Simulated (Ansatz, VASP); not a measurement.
**H: VASP beside Ansatz**

```
H
1.0
     2.71130    0.00000    0.00000
     0.00000    2.71130    0.00000
     0.00000    0.00000    0.97389
H
1
Direct
  0.00000 0.00000 0.50000
```

Alike in both runs: task single point; functional PBE; k mesh 14 × 14 × 34; occupations gaussian, width 0.05 eV; no spin polarisation.

|  | VASP | Ansatz |
| --- | --- | --- |
| version | VASP 6.6.1 | Ansatz 0.2.0 |
| potentials or method | VASP PAW PBE potentials, release 64 (H) | scalar-relativistic, plane waves, PAW |
| plane-wave cutoff (eV) | 520 | 420 |
| valence electrons in the cell | 1 | 1 |

VASP gave:

| Property | Result |
| --- | --- |
| gap on the k mesh at the Fermi level (eV) | none |
| pressure (GPa) | 2.1 |
| largest component of the traceless stress (GPa) | 0.79 |

Task: Estimate Ansatz's values.

Result: gap on the k mesh at the Fermi level (eV): none; pressure (GPa): 2.4; largest component of the traceless stress (GPa): 0.78.

A gap of «none» marks a metal or a gap that the smearing closes.
